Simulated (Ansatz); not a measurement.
## BN: moving B off its site

BN, P6_3mc, a = 2.554 Å, c = 4.227 Å (as given, not relaxed at this level: -13.7 GPa, forces to 0.02 eV/Å). This isn't the usual stable structure of the compound. Ansatz: LDA, PAW, 420 eV, Γ-centred 12×12×6 mesh on 4 atoms, Gaussian smearing 0.05 eV; no spin polarisation.

```
CELL_PARAMETERS angstrom
2.55394 0.00000 0.00000
-1.27697 2.21178 0.00000
0.00000 0.00000 4.22685
ATOMIC_POSITIONS crystal
B 0.66667 0.33333 0.99972
B 0.33333 0.66667 0.49972
N 0.66667 0.33333 0.62528
N 0.33333 0.66667 0.12528
```

Atom 1 (B) moves by x along the unit vector (0.000, 0.000, 1.000), with its periodic images; all else is held. y is the free energy of the cell over the start, F the force along the path summed over the moved atoms.

```
 x (Å) y (meV) F (eV/Å)
-0.200        ?         ?
-0.150    450.0      6.46
-0.100    190.3      3.98
-0.050     45.7      1.85
 0.000      0.0      0.02
 0.050     39.0     -1.54
 0.100    149.8     -2.85
 0.150    320.2     -3.93
 0.175    424.1     -4.38
 0.200    538.5     -4.77
```

**Question.** Fit y = c1 x + c2 x² + c3 x³ to the energies of the other rows, give the force constant, and predict energy and force of the missing row.

**Answer.** Least squares on the rows shown. y = −32.436 x + 17113 x² − 17539 x³. The force constant is 2 c2 = 34.2 eV/Å², for the cell as given, at -13.7 GPa (for all images moving together, not for a lone atom). The force −dy/dx at the missing row is 8.98 eV/Å (computed 9.36). At x = -0.200 the fit asked for gives 831.3 meV. The run gave 843.8 meV, so the fit is 12.5 meV too low, 1.5 % of the span of the series, against an rms of 0.9 meV on the fitted rows. The row lies outside the fitted range. With a term in x⁴ added, a fit to the same known rows predicts 840.6 meV, so most of the miss is curvature that the known rows already hold.